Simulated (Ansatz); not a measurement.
**Rb under changes of volume**

One of the cells (96.448 Å³/atom); the others are scaled copies at fixed shape and fractional positions:

```
CELL_PARAMETERS angstrom
0.00000 3.63988 3.63988
3.63988 0.00000 3.63988
3.63988 3.63988 0.00000
ATOMIC_POSITIONS crystal
Rb 0.00000 0.00000 0.00000
```

This isn't the form of Rb at room conditions, which is bcc.

- Program: Ansatz 0.2.0
- Functional: PBE
- Potentials or basis: Ansatz PAW
- Cutoff: 420 eV (not typed: the program's choice for these potentials)
- k mesh: 6 × 6 × 6
- Occupations: fermi-dirac, width 0.05 eV
- Spin: no spin polarisation

```tsv
volume (Å³/atom)	energy over the lowest point (meV/atom)	pressure (GPa)
90.661	0.11	0.0
92.590	0.00	0.0
94.519	0.57	-0.1
96.448	1.75	-0.1
98.377	3.48	-0.2
100.306	5.72	-0.2
102.235	?	?
```

**Question.** What does the run at 102.235 Å³/atom give?

**Answer.** Energy over the lowest point 8.42 meV/atom; pressure -0.2 GPa.

Worked out: A Birch-Murnaghan fit of order 3 (a polynomial in V^(-2/3)) to the other rows has its minimum at 91.91 Å³/atom with B0 = V·E''(V) = 2.8 GPa and B' = 3.7. It gives 8.41 meV/atom at 102.235 Å³/atom, against the run's 8.42, and -dE/dV = -0.2 GPa, against -0.2.

Energies are extrapolated to zero smearing.
